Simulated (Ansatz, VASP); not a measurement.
# Cross-check of GaN (GaN (P6_3mc)) between VASP and Ansatz, part 3 of 3

Aim: how closely do two programs agree when they are given the same cell, functional and k mesh? Of the first pair: The cell is taken from a series of runs on this material, whose earlier steps may have relaxed, scaled, displaced or heated it; both programs get it as it stands.

VASP 6.6.1 and Ansatz 0.2.0.

So far. Step 2 (VASP: single point, r2SCAN, pair 1): The run ends at a pressure of 1.15 GPa, with forces up to 2.2e-4 eV/Å. Step 6 (VASP: single point, r2SCAN, start cell, pair 2): The run ends at a pressure of 2.18 GPa, with forces up to 2.2 eV/Å.

**9. VASP: single point, r2SCAN, relaxed cell, pair 3**

Level of this step: r2SCAN; plane waves and PAW (Ga_d, N) (VASP).

The same cell, functional, mesh and smearing now go to VASP, with its own data sets.

File INCAR:

```
SYSTEM = GaN
PREC = Accurate
ENCUT = 580
EDIFF = 1E-06
NELM = 120
ISMEAR = -1
SIGMA = 0.01
LREAL = Auto
ALGO = Normal
METAGGA = R2SCAN
LASPH = .TRUE.
NBANDS = 376
LORBIT = 11
LWAVE = .FALSE.
LCHARG = .FALSE.
ISIF = 2
GGA_COMPAT = .FALSE.
EFERMI = MIDGAP
LMIXTAU = .TRUE.
NCORE = 2
```

File POSCAR:

```
GaN
1.0
    9.5498178172      0.0000000000      0.0000000000
   -4.7749089086      8.2703848312      0.0000000000
    0.0000000000      0.0000000000     10.3676634614
Ga N
36 36
Direct
    0.2224300000      0.1111500000      0.2491700000
    0.1112600000      0.2222100000      0.4991600000
    0.2223900000      0.1111100000      0.7491800000
    0.1113100000      0.2222300000      0.9991600000
    0.2223600000      0.4444600000      0.2491500000
    0.1112700000      0.5555800000      0.4991100000
    0.2223900000      0.4444400000      0.7491100000
    0.1112600000      0.5555600000      0.9991500000
    0.2224400000      0.7778200000      0.2491200000
    0.1113300000      0.8889200000      0.4991700000
    0.2223600000      0.7777700000      0.7491500000
    0.1112700000      0.8888800000      0.9991500000
    0.5557600000      0.1111300000      0.2491900000
    0.4446100000      0.2222300000      0.4991800000
    0.5557300000      0.1111100000      0.7491600000
    0.4446700000      0.2222200000      0.9992000000
    0.5557500000      0.4444800000      0.2491600000
    0.4445800000      0.5555200000      0.4991100000
    0.5557100000      0.4444500000      0.7491600000
    0.4445500000      0.5554900000      0.9991600000
    0.5557300000      0.7777800000      0.2491200000
    0.4446000000      0.8888900000      0.4991600000
    0.5557200000      0.7777400000      0.7491500000
    0.4446400000      0.8888800000      0.9991300000
    0.8890600000      0.1111300000      0.2491300000
    0.7779900000      0.2222200000      0.4992200000
    0.8890400000      0.1111000000      0.7492000000
    0.7779600000      0.2222600000      0.9991600000
    0.8890600000      0.4444800000      0.2491400000
    0.7779500000      0.5555300000      0.4991300000
    0.8890500000      0.4444500000      0.7491500000
    0.7779500000      0.5556100000      0.9991200000
    0.8891100000      0.7778200000      0.2492000000
    0.7778900000      0.8888700000      0.4991500000
    0.8890200000      0.7777600000      0.7490800000
    0.7779500000      0.8888700000      0.9991500000
    0.2224300000      0.1111300000      0.4374300000
    0.1112900000      0.2222400000      0.1874200000
    0.2224000000      0.1111300000      0.9374300000
    0.1112500000      0.2221500000      0.6874400000
    0.2223800000      0.4444300000      0.4374300000
    0.1112800000      0.5555900000      0.1874300000
    0.2223600000      0.4444300000      0.9374000000
    0.1112400000      0.5555200000      0.6874100000
    0.2224200000      0.7777900000      0.4374100000
    0.1112800000      0.8889200000      0.1874100000
    0.2223800000      0.7777700000      0.9374400000
    0.1113100000      0.8888800000      0.6874200000
    0.5557400000      0.1111400000      0.4374500000
    0.4446400000      0.2222900000      0.1874500000
    0.5557000000      0.1111400000      0.9374400000
    0.4446400000      0.2222300000      0.6874300000
    0.5557300000      0.4444800000      0.4374100000
    0.4446200000      0.5556100000      0.1874500000
    0.5556900000      0.4444600000      0.9374200000
    0.4445600000      0.5555200000      0.6874200000
    0.5557200000      0.7777800000      0.4374200000
    0.4446200000      0.8889200000      0.1874400000
    0.5556800000      0.7777600000      0.9374200000
    0.4446200000      0.8888900000      0.6874400000
    0.8890800000      0.1111400000      0.4374300000
    0.7779500000      0.2222700000      0.1874200000
    0.8890000000      0.1110900000      0.9374500000
    0.7779700000      0.2222300000      0.6874500000
    0.8890400000      0.4444400000      0.4374000000
    0.7779700000      0.5556200000      0.1873800000
    0.8890400000      0.4444400000      0.9374200000
    0.7779100000      0.5555400000      0.6874000000
    0.8890800000      0.7778100000      0.4374600000
    0.7779700000      0.8889400000      0.1874200000
    0.8890600000      0.7777900000      0.9373500000
    0.7779100000      0.8888900000      0.6874300000
```

File KPOINTS:

```
Automatic mesh
0
Gamma
1 1 1
0 0 0
```

Potentials, in the order of the species: Ga_d and N (PBE family, release 64).

Launch:

```bash
mpirun -np 8 vasp_gam
```

Numbers of over 12 decimals in the logs are rounded to 6 here.

What it wrote:

```text
[... set-up lines as in an earlier step ...]
 entering main loop
       N       E                     dE             d eps       ncg     rms          rms(c)
DAV:   1     0.167303496750E+05    0.16730E+05   -0.25828E+05   784   0.410E+03
DAV:   2     0.389220575296E+04   -0.12838E+05   -0.12193E+05   752   0.119E+03
DAV:   3    -0.156792607860E+03   -0.40490E+04   -0.38475E+04   888   0.403E+02
DAV:   4    -0.867994135073E+03   -0.71120E+03   -0.68381E+03   816   0.163E+02
[...]
DAV:  34    -0.783658255938E+03    0.14086E-05   -0.13859E-06   432   0.729E-03    0.653E-03
DAV:  35    -0.783658257957E+03   -0.20183E-05   -0.88333E-07   424   0.480E-03    0.558E-03
DAV:  36    -0.783658258252E+03   -0.29523E-06   -0.81687E-07   424   0.308E-03
   1 F= -.78365826E+03 E0= -.78365826E+03  d E =0.000000E+00
```

OUTCAR, selected parts (step 9):

```text
 POSITION                                       TOTAL-FORCE (eV/Angst)
 -----------------------------------------------------------------------------------
      1.59343      0.91925      2.58331         0.002025      0.001490      0.001355
      0.00148      1.83776      5.17512         0.003243      0.003394      0.005382
      1.59324      0.91892      7.76725         0.008422      0.001906      0.001933
      0.00186      1.83793     10.35895        -0.007204      0.001957      0.001428
      0.00124      3.67586      2.58310         0.004987      0.000645      0.009337
     -1.59024      4.59486      5.17460         0.006215      0.000388      0.005010
      0.00162      3.67569      7.76652        -0.003162     -0.004308      0.012943
     -1.59024      4.59469     10.35885         0.006267      0.001637     -0.000410
     -1.58976      6.43287      2.58279        -0.004592      0.000015      0.012337
     -3.18133      7.35171      5.17523         0.002273     -0.004490      0.000914
     -1.59028      6.43246      7.76694         0.007635     -0.002688      0.010732
     -3.18171      7.35138     10.35885         0.003263      0.000386      0.001223
      4.77677      0.91909      2.58352        -0.005889      0.007998     -0.000838
      3.18482      1.83793      5.17533         0.004462      0.003600      0.005900
[...]
-----------------------------------------------------------------------------------
    total drift:                                0.002613      0.000184     -0.311455

  FREE ENERGIE OF THE ION-ELECTRON SYSTEM (eV)
  ---------------------------------------------------
  free  energy   TOTEN  =      -783.6582582519 eV

  energy  without entropy=     -783.6582582519  energy(sigma->0) =     -783.65825825
```

The run ends at a pressure of 1.25 GPa, with forces up to 0.014 eV/Å.

**10. Differences**

The two programs side by side:

| quantity | Ansatz | VASP | difference |
| --- | --- | --- | --- |
| gap on the k mesh (eV) | 2.319 | 2.311 | +0.009 |

A gap on the mesh is an upper bound, since the band edges may lie between its points.

**11. Results**

- difference in gap on the k mesh (single point, r2SCAN, pair 1): 0.0091 eV
- r.m.s. force difference (single point, r2SCAN, start cell, pair 2): 2.4 % of the r.m.s. force
- difference in gap on the k mesh (single point, r2SCAN, relaxed cell, pair 3): 0.0085 eV

In words: The r.m.s. force difference is 2.4 % of the r.m.s. force (single point, r2SCAN, start cell, pair 2), within the 3 % picked in this series as the mark of a large difference. Such differences can come from data sets, numerical settings and the points named under the comparisons, not from the functional's error against experiment.

[Lines on the potential files, build, host, timing and source positions are cut from VASP's logs without a mark.]

[Logs are printed without paths, hosts, clocks, repeated set-up lines and the standing remarks that a program may print on its own settings, such as how far it seeks lower states.]

[Hosts, paths, dates, database ids (printed as entryN), source tags and the programs' standing remarks are cut or masked in the printed files.]
